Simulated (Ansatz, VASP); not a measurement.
# Two plane-wave programs on F

Contents of INCAR:

```
SYSTEM = F
  PREC = Accurate
  ENCUT = 520
  EDIFF = 1E-6
  ISMEAR = 0
  SIGMA = 0.05
  LREAL = .FALSE.
  LASPH = .TRUE.
  NELM = 100
  ALGO = Normal
  ISIF = 2
  LWAVE = .FALSE.
  LCHARG = .TRUE.
  GGA = PS
  LELF = .TRUE.
  LVHAR = .TRUE.
  NBANDS = 22
```

Contents of KPOINTS:

```
Automatic mesh
0
G
  4 4 2
  0 0 0
```

File POSCAR:

```
F
1.0
    3.0403866183     -1.8631137561     -0.2345008450
    3.0403866183      1.8631137561     -0.2345008450
   -2.2515078544      0.0000000000      7.4469143439
F
4
Direct
    0.0848459664      0.0848459664      0.0940038325
    0.9151540336      0.9151540336      0.9059961675
    0.5015719855      0.5015719855      0.5937195244
    0.4984280145      0.4984280145      0.4062804756
```

Input for Ansatz:

```yaml
crystal:
  lattice:
    - [3.0403866183, -1.8631137561, -0.234500845]
    - [3.0403866183, 1.8631137561, -0.234500845]
    - [-2.2515078544, 0.0, 7.4469143439]
  atoms:
    - { symbol: F, position: [0.0848459664, 0.0848459664, 0.0940038325] }
    - { symbol: F, position: [0.9151540336, 0.9151540336, 0.9059961675] }
    - { symbol: F, position: [0.5015719855, 0.5015719855, 0.5937195244] }
    - { symbol: F, position: [0.4984280145, 0.4984280145, 0.4062804756] }
basis:
  ecutwfc: 520.0
kpoints:
  mp_grid: { grid: [4, 4, 2] }
hamiltonian:
  xc: pbesol
scf:
  occupations: { method: gaussian, width: 0.05 }
output:
  forces: true
  stress: true
  eigenvalues: true
```

Change from the starting cell: volume 20.600 Å^3 an atom, stretch along a over the lengths across it, relative to the relaxed cell 0.9379.

Alike in both runs: task single point; functional PBEsol; k mesh 4 × 4 × 2; occupations gaussian, width 0.05 eV; no spin polarisation.

|  | VASP | Ansatz |
| --- | --- | --- |
| version | VASP 6.6.1 | Ansatz 0.2.0 |
| potentials or method | VASP PAW PBE potentials, release 64 (F) | scalar-relativistic, plane waves, PAW |
| plane-wave cutoff (eV) | 520 | 520 |
| valence electrons in the cell | 28 | 28 |

|  | VASP | Ansatz | Ansatz less VASP |
| --- | --- | --- | --- |
| gap on the k mesh at the Fermi level (eV) | 2.47 | 2.54 | +0.068 |
| least direct gap on the mesh (eV) | 2.52 | 2.59 | +0.068 |
| pressure (GPa) | -3.0 | -3.2 | -0.19 |
| largest component of the traceless stress (GPa) | 4.11 | 5.17 | +1.054 |
| rms of the force components (eV/Å) | 0.753 | 0.945 | +0.1920 |

Atom by atom the forces differ by 0.192 eV/Å (rms over components).

Caveats: the k mesh is coarse (spacing up to 0.50 Å⁻¹), so the values aren't converged; the PAW data sets were made with another functional, which shifts forces and pressure a little (VASP). A k mesh can miss the band edges.
